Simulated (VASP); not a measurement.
Crystal: TiO2 (Anatase).

```
Ti O
1.0
    -1.89210    1.89210    4.75730
     1.89210   -1.89210    4.75730
     1.89210    1.89210   -4.75730
Ti O
2 4
Direct
  0.00000 0.00000 0.00000
  0.75000 0.25000 0.50000
  0.20810 0.20810 0.00000
  0.95810 0.45810 0.50000
  0.54190 0.04190 0.50000
  0.79190 0.79190 0.00000
```

* Program: VASP 6.6.1
* Task: relaxation of cell and atoms
* Functional: LDA
* Potentials or basis: VASP PAW LDA potentials, release 64 (Ti_sv, O)
* Cutoff: 600 eV
* k mesh: 10 × 10 × 10
* Occupations: gaussian, width 0.03 eV
* Spin: no spin polarisation

At the start: pressure -5.8 GPa; volume 11.35 Å³/atom.

How do energy, volume and symmetry change on relaxing?

Over 6 steps the energy falls by 5.6 meV/atom and the volume is 11.06 Å³/atom (-2.6 %); space group I4_1/amd (No. 141, to 0.05 Å).

The path:
| step | energy change (eV) | largest force (eV/Å) | pressure (GPa) | volume (Å³) |
| --- | --- | --- | --- | --- |
| 1 | 0.0000 | 0.0899 | -5.77 | 68.13 |
| 2 | 0.0280 | 0.3180 | 8.76 | 64.17 |
| 3 | -0.0325 | 0.0757 | -0.06 | 66.42 |
| 4 | -0.0325 | 0.0794 | 0.01 | 66.38 |
| 5 | -0.0333 | 0.0232 | 0.06 | 66.31 |
| 6 | -0.0334 | 0.0030 | 0.07 | 66.33 |

Final structure:
```
CELL_PARAMETERS angstrom
-1.87266 1.87266 4.72863
1.87266 -1.87266 4.72863
1.87266 1.87266 -4.72863
ATOMIC_POSITIONS crystal
Ti 0.00000 0.00000 0.00000
Ti 0.75000 0.25000 0.50000
O 0.20817 0.20817 0.00000
O 0.95817 0.45817 0.50000
O 0.54183 0.04183 0.50000
O 0.79183 0.79183 0.00000
```
